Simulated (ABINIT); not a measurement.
# AlN (F-43m) in ABINIT: a series of runs

One crystal, AlN, is run at these levels: LDA-VWN, PBE, revPBE+D3; tasks: band structure, equation of state.

All numbers are computed with ABINIT 10.8.3 (patched build); they aren't measurements. Logs are shortened: lines on timing, memory, paths and dates and some standing lists are left out, and cuts for length are marked. The log counts tension as positive stress, the text compression.

**1. The structure**

The structure is cubic, space group F-43m (No. 216). The conventional cell has a = 4.368 Å, b = 4.368 Å, c = 4.368 Å, α = 90.00°, β = 90.00°, γ = 90.00°. Al (site symmetry -43m) is surrounded by 4 N at 1.89 Å. N (site symmetry -43m) is surrounded by 4 Al at 1.89 Å.

Measurements of this composition are mostly on another form, of space group No. 186.

**2. Band structure, LDA-VWN**

run.abi reads:

```
ndtset 2

pp_dirpath "./"
pseudos "Al.upf, N.upf"

acell 3*1.0 Angstrom
rprim
     0.0000000000     2.1839935596     2.1839935596
     2.1839935596     0.0000000000     2.1839935596
     2.1839935596     2.1839935596     0.0000000000
ntypat 2
znucl 13 7
natom 2
typat 1 2
xcart
     0.0000000000     0.0000000000     0.0000000000
     2.0635748428     2.0635748428     2.0635748428

ecut 42.0

ixc -1007

occopt 3
tsmear 0.05 eV

nstep 100

iomode 3
prtwf 0
prteig 0
prtebands 0
prtden1 1

kptopt1 1
ngkpt1 10 10 10
nshiftk1 1
shiftk1 0.0 0.0 0.0
nband1 8
tolvrs1 1.0e-10

iscf2 -2
getden2 1
nband2 12
nbdbuf2 2
tolwfr2 1.0e-12
kptopt2 -9
ndivsm2 5
prteig2 1
kptbounds2
     0.0000000000     0.0000000000     0.0000000000
     0.5000000000     0.0000000000     0.5000000000
     0.5000000000     0.2500000000     0.7500000000
     0.3750000000     0.3750000000     0.7500000000
     0.0000000000     0.0000000000     0.0000000000
     0.5000000000     0.5000000000     0.5000000000
     0.6250000000     0.2500000000     0.6250000000
     0.5000000000     0.2500000000     0.7500000000
     0.5000000000     0.5000000000     0.5000000000
     0.3750000000     0.3750000000     0.7500000000
```

Potentials or basis: PseudoDojo NC SR LDA v0.4.1 standard.

Run with:

```console
abinit run.abi > log 2>&1
```

run.abo:

```text
.Version 10.8.3 of ABINIT
 DATASET    1 : space group F-4 3 m (#216); Bravais cF (face-center cubic)
================================================================================
 Values of the parameters that define the memory need for DATASET  1.
     intxc =       0    ionmov =       0      iscf =       7    lmnmax =       6
     lnmax =       6     mgfft =      36  mpssoang =       3    mqgrid =    3001
     natom =       2  nloc_mem =       1    nspden =       1   nspinor =       1
    nsppol =       1      nsym =      24    n1xccc =    2501    ntypat =       2
    occopt =       3   xclevel =       1
       mpw =        1849          nfft =       46656          nkpt =          47
================================================================================
================================================================================

 DATASET    2 : space group F-4 3 m (#216); Bravais cF (face-center cubic)
================================================================================
 Values of the parameters that define the memory need for DATASET  2.
     intxc =       0    ionmov =       0      iscf =      -2    lmnmax =       6
     lnmax =       6     mgfft =      36  mpssoang =       3    mqgrid =    3001
     natom =       2  nloc_mem =       1    nspden =       1   nspinor =       1
    nsppol =       1      nsym =      24    n1xccc =    2501    ntypat =       2
    occopt =       3   xclevel =       1
       mpw =        1853          nfft =       46656          nkpt =          87
================================================================================
================================================================================

--------------------------------------------------------------------------------
------------- Echo of variables that govern the present computation ------------
--------------------------------------------------------------------------------
 -outvars: echo values of preprocessed input variables --------
            acell      1.8897261259E+00  1.8897261259E+00  1.8897261259E+00 Bohr
              amu      2.69815390E+01  1.40067400E+01
             ecut      4.20000000E+01 Hartree
           getden1          0
           getden2          1
             iscf1          7
             iscf2         -2
                       outvar_i_n : Printing only first  50 k-points.
              ixc       -1007
           jdtset        1    2
                       outvar_i_n : Printing only first  50 k-points.
           kptopt1          1
           kptopt2         -9
         kptrlatt       10    0    0      0   10    0      0    0   10
          kptrlen1     5.83667106E+01
          kptrlen2     3.00000000E+01
            natom           2
            nband1          8
            nband2         12
           nbdbuf1          0
[... 676 lines left out ...]
- [  2.5000E-01,   2.5000E-01,   2.5000E-01,  N]
cartesian_forces: null
force_length_stats: {min: null, max: null, mean: null, }
...

 Integrated electronic density in atomic spheres:
 ------------------------------------------------
 Atom  Sphere_radius  Integrated_density
    1        2.00000          1.12089264
    2        2.00000          5.34537430
================================================================================

 ----iterations are completed or convergence reached----

 Mean square residual over all n,k,spin=   48.722E-14; max=  99.972E-14
 reduced coordinates (array xred) for    2 atoms
       0.000000000000      0.000000000000      0.000000000000
       0.250000000000      0.250000000000      0.250000000000

 cartesian coordinates (angstrom) at end:
    1      0.00000000000000     0.00000000000000     0.00000000000000
    2      1.09199677980000     1.09199677980000     1.09199677980000
 length scales=  1.889726125908  1.889726125908  1.889726125908 bohr
              =  1.000000000000  1.000000000000  1.000000000000 angstroms
 Eigenvalues (hartree) for nkpt=  87  k points:
 kpt#   1, nband= 12, wtk=  1.00000, kpt=  0.0000  0.0000  0.0000 (reduced coord)
  -0.34207    0.20223    0.20223    0.20223    0.35825    0.65643    0.65643    0.65643
   0.84924    0.84924    0.89814    0.89814
 kpt#   2, nband= 12, wtk=  1.00000, kpt=  0.0357  0.0000  0.0357 (reduced coord)
  -0.34113    0.19784    0.20120    0.20120    0.36301    0.65316    0.65779    0.65779
   0.82068    0.85065    0.90107    0.90107
 kpt#   3, nband= 12, wtk=  1.00000, kpt=  0.0714  0.0000  0.0714 (reduced coord)
  -0.33832    0.18617    0.19820    0.19820    0.37558    0.64405    0.66177    0.66177
   0.77484    0.85487    0.90982    0.90982
 kpt#   4, nband= 12, wtk=  1.00000, kpt=  0.1071  0.0000  0.1071 (reduced coord)
  -0.33369    0.17012    0.19349    0.19349    0.39229    0.63078    0.66812    0.66812
   0.72879    0.86189    0.92427    0.92427
 kpt#   5, nband= 12, wtk=  1.00000, kpt=  0.1429  0.0000  0.1429 (reduced coord)
  -0.32734    0.15201    0.18746    0.18746    0.40928    0.61540    0.67647    0.67647
   0.68678    0.87171    0.94420    0.94420
 kpt#   6, nband= 12, wtk=  1.00000, kpt=  0.1786  0.0000  0.1786 (reduced coord)
  -0.31940    0.13325    0.18055    0.18055    0.42233    0.60007    0.65203    0.68643
[... 230 lines left out ...]
  -0.25276    0.00962    0.11890    0.16864    0.45290    0.54318    0.64815    0.65751
   0.81573    0.89964    0.99035    1.09708
 kpt#  84, nband= 12, wtk=  1.00000, kpt=  0.4167  0.4167  0.6667 (reduced coord)
  -0.24885    0.01979    0.09971    0.16368    0.43346    0.55876    0.65178    0.67474
   0.79482    0.89796    1.03278    1.10226
 kpt#  85, nband= 12, wtk=  1.00000, kpt=  0.4028  0.4028  0.6944 (reduced coord)
  -0.24515    0.03109    0.08203    0.15893    0.41617    0.56858    0.65800    0.69120
   0.77656    0.90138    1.07379    1.10924
 kpt#  86, nband= 12, wtk=  1.00000, kpt=  0.3889  0.3889  0.7222 (reduced coord)
  -0.24218    0.04189    0.06831    0.15469    0.40144    0.57112    0.66696    0.70536
   0.76248    0.91090    1.09474    1.13108
 kpt#  87, nband= 12, wtk=  1.00000, kpt=  0.3750  0.3750  0.7500 (reduced coord)
  -0.24050    0.04416    0.06723    0.15119    0.38950    0.56811    0.67490    0.71623
   0.75432    0.92663    1.09634    1.15859

== END DATASET(S) ==============================================================
================================================================================

 -outvars: echo values of variables after computation  --------
            acell      1.8897261259E+00  1.8897261259E+00  1.8897261259E+00 Bohr
           etotal1    -1.2843406296E+01
            fcart1    -0.0000000000E+00 -0.0000000000E+00 -0.0000000000E+00
                      -0.0000000000E+00 -0.0000000000E+00 -0.0000000000E+00
            rprim      0.0000000000E+00  2.1839935596E+00  2.1839935596E+00
                       2.1839935596E+00  0.0000000000E+00  2.1839935596E+00
                       2.1839935596E+00  2.1839935596E+00  0.0000000000E+00
           strten1     1.6783021890E-04  1.6783021890E-04  1.6783021890E-04
                       0.0000000000E+00  0.0000000000E+00  0.0000000000E+00
           xangst      0.0000000000E+00  0.0000000000E+00  0.0000000000E+00
                       1.0919967798E+00  1.0919967798E+00  1.0919967798E+00
             xred      0.0000000000E+00  0.0000000000E+00  0.0000000000E+00
                       2.5000000000E-01  2.5000000000E-01  2.5000000000E-01
 Calculation completed.
```

It took 43 s on 1 thread of Arm Neoverse V2, shared host; peak memory 0.12 GiB.

Results:

```
Free energy                                           : -349.4869 eV
Pressure                                              : -4.9 GPa
Band gap on the k mesh                                : 3.26 eV, indirect (least direct gap 4.25 eV)
Band gap along the path                               : 3.26 eV, indirect (least direct gap 4.25 eV)
Valence electrons inside the program's atomic spheres : Al 1.12; N 5.35
```

Levels at the corners of the path, in eV from the valence-band top:
```tsv
point	band 2	band 3	band 4	band 5	band 6	band 7
Γ	0.00	0.00	0.00	4.25	12.36	12.36
X	-4.95	-1.80	-1.80	3.26	8.45	13.72
W	-3.83	-3.47	-2.73	5.98	11.28	11.85
K	-4.30	-3.67	-1.39	5.10	9.96	12.86
Γ	0.00	0.00	0.00	4.25	12.36	12.36
L	-5.91	-0.49	-0.49	7.28	9.77	11.01
U	-4.30	-3.67	-1.39	5.10	9.96	12.86
W	-3.83	-3.47	-2.73	5.98	11.28	11.85
L	-5.91	-0.49	-0.49	7.28	9.77	11.01
K	-4.30	-3.67	-1.39	5.10	9.96	12.86
```

**3. Equation of state, PBE**

run.abi reads:

```
ndtset 7
getwfk -1
scalecart1 3*0.9795861087
scalecart2 3*0.9864848297
scalecart3 3*0.9932883884
scalecart4 3*1.0000000000
scalecart5 3*1.0066227096
scalecart6 3*1.0131594038
scalecart7 3*1.0196128224

pp_dirpath "./"
pseudos "Al.upf, N.upf"

acell 3.0886333121 3.0886333121 3.0886333121 Angstrom
rprim
     0.0000000000     0.7071067812     0.7071067812
     0.7071067812     0.0000000000     0.7071067812
     0.7071067812     0.7071067812     0.0000000000
ntypat 2
znucl 13 7
natom 2
typat 1 2
xred
     0.0000000000     0.0000000000     0.0000000000
     0.2500000000     0.2500000000     0.2500000000

ecut 1142.878222 eV

kptopt 1
ngkpt 10 10 10
nshiftk 1
shiftk 0.0 0.0 0.0

ixc 11

nband 8
occopt 3
tsmear 0.05 eV

nstep 100
tolvrs 1.0e-10

iomode 3
prtwf 1
prtden 0
prteig 0
prtebands 0
enunit 2
```

Potentials or basis: PseudoDojo NC SR PBE v0.5 standard.

Run with:

```console
abinit run.abi > log 2>&1
```

Wall time 92 s (1 thread of Arm Neoverse V2, shared host); peak memory 0.12 GiB.

It converged, with:

```
Equilibrium volume                      : 10.65 Å³/atom
Bulk modulus                            : 193 GPa
Pressure derivative of the bulk modulus : 3.9
```

Energy against volume, from the lowest point:
```
volume (Å³/atom)  energy (meV/atom)
           9.792              47.96
          10.001              26.59
          10.209              11.88
          10.417               3.20
          10.626               0.00
          10.834               1.77
          11.042               8.06
```

Caveat: pressures at fixed basis lie under the slope of the energies.

**4. Equation of state, revPBE+D3**

run.abi reads:

```
# Datasets: one volume each
ndtset 7
getwfk -1
scalecart1 3*0.9795861087
scalecart2 3*0.9864848297
scalecart3 3*0.9932883884
scalecart4 3*1.0000000000
scalecart5 3*1.0066227096
scalecart6 3*1.0131594038
scalecart7 3*1.0196128224

# Pseudopotentials
pp_dirpath "./"
pseudos "Al.GGA_PBE-JTH.xml, N.GGA_PBE-JTH.xml"

# Structure
acell 3*1.0 Angstrom
rprim
     0.0000000000     2.1839935596     2.1839935596
     2.1839935596     0.0000000000     2.1839935596
     2.1839935596     2.1839935596     0.0000000000
ntypat 2
znucl 13 7
natom 2
typat 1 2
xred
     0.0000000000     0.0000000000     0.0000000000
     0.2500000000     0.2500000000     0.2500000000

# Plane-wave basis
ecut 25.0
pawecutdg 47.0

# k points
kptopt 1
ngkpt 10 10 10
nshiftk 1
shiftk 0.0 0.0 0.0

# Exchange and correlation
ixc 14
vdw_xc 6

# Bands and occupations
nband 8
occopt 3
tsmear 0.00183747

# SCF cycle
nstep 100
tolvrs 1.0e-9

# Output
iomode 3
prtwf 1
prtden 0
prteig 0
prtebands 0
enunit 2
```

Potentials or basis: JTH PAW PBE v2.0.

Run with:

```console
abinit run.abi > log 2>&1
```

It took 52 s on 1 thread of Arm Neoverse V2, shared host; peak memory 0.13 GiB.

Results (log left out):

- Equilibrium volume: 10.48 Å³/atom
- Bulk modulus: 206 GPa
- Pressure derivative of the bulk modulus: 4.1

Energy against volume, from the lowest point:
```
volume (Å³/atom)  energy (meV/atom)
           9.792              32.80
          10.001              15.34
          10.209               4.67
          10.417               0.00
          10.626               0.93
          10.834               6.88
          11.042              17.25
```

Caveat: the cutoff is too short for stress, so the log's stress isn't used; pressures at fixed basis lie under the slope of the energies; the PAW data sets were made with another functional, which shifts forces and pressure a little.

**5. The runs side by side**

```tsv
task	level	potentials or basis	cutoff (eV)	fine-grid cutoff	V0 of scaled cells (Å³/atom)	B0 (GPa)
band structure	LDA-VWN	PseudoDojo NC SR LDA v0.4.1 standard	1143	-	-	-
equation of state	PBE	PseudoDojo NC SR PBE v0.5 standard	1143	-	10.65	193
equation of state	revPBE+D3	JTH PAW PBE v2.0	680	1278.94 eV	10.48	206
```

Alike in all rows: no spin polarisation; cell as given; k mesh 10 × 10 × 10; smearing fermi-dirac 0.05 eV.

Caveats: pressures at fixed basis lie under the slope of the energies (some runs); the PAW data sets were made with another functional, which shifts forces and pressure a little (some runs).

Total energies depend on the potentials used, so only differences within one code and one set of settings carry meaning.
